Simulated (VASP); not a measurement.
Write the native input for VASP 6.6.1 that does the following.

| Property | Result |
| --- | --- |
| Task | relaxation of cell and atoms |
| Functional | LDA |
| Potentials or basis | VASP PAW LDA potentials, release 64 (Hf_pv, O) |
| Cutoff | 600 eV |
| k mesh | 6 × 6 × 4 |
| Occupations | fermi-dirac, width 0.05 eV |
| Spin | no spin polarisation |
| Further INCAR settings | ALGO = Normal; EDIFF = 1e-06; IBRION = 2; EDIFFG = -0.01; NSW = 60; ISIF = 3 |

The structure of HfO2 lies in POSCAR:

```
HfO2
1.0
    3.6043260000      0.0000000000      0.0000000000
    0.0000000000      3.6043260000      0.0000000000
    0.0000000000      0.0000000000      5.2635560000
Hf O
2 4
Direct
    0.5000000000      0.5000000000      0.5000000000
    0.0000000000      0.0000000000      0.0000000000
    0.0000000000      0.5000000000      0.6932930000
    0.5000000000      0.0000000000      0.8067070000
    0.5000000000      0.0000000000      0.3067070000
    0.0000000000      0.5000000000      0.1932930000
```

Measurements of this composition are mostly on another form, of space group No. 14.

These files were run (other wordings do the same):

INCAR

```
SYSTEM = HfO2
PREC = Accurate ; ENCUT = 600
EDIFF = 1E-6 ; ISMEAR = -1
SIGMA = 0.05 ; LREAL = .False.
LASPH = .True. ; NELM = 80
ALGO = Normal ; ISIF = 3
LWAVE = .False. ; LCHARG = .False.
GGA = CA ; IBRION = 2
NSW = 60 ; EDIFFG = -0.01
KPAR = 8
```

KPOINTS

```
Automatic mesh
0
Gamma
  6 6 4
  0 0 0
```

Potentials or basis: VASP PAW LDA potentials, release 64 (Hf_pv, O).

The run is started by

```console
$ cat potpaw_LDA.64/Hf_pv/POTCAR potpaw_LDA.64/O/POTCAR > POTCAR
$ mpirun -np 8 vasp_std > vasp.out
```

Results of the run:

- Relaxed volume: 10.49 Å³/atom
- Relaxed cell: a = 3.523 Å, b = 3.523 Å, c = 5.072 Å, α = 90.00°, β = 90.00°, γ = 90.00°
- Space group after relaxing (to 0.05 Å): P4_2/nmc (No. 137)
- Energy gained by relaxing: 46.7 meV/atom
- Ionic steps: 12
- Pressure after relaxing: 0.0 GPa
- Largest force after relaxing: 0.009 eV/Å
- Band gap on the k mesh: 4.52 eV, indirect (least direct gap 4.65 eV)

Caveat: spin-orbit coupling is left out, which moves the levels of the heavy elements.

It took 38 s on 8 MPI ranks on AMD EPYC 9R45 96-Core Processor (Zen 5), with other jobs on the host, peak memory 0.22 GiB a rank.
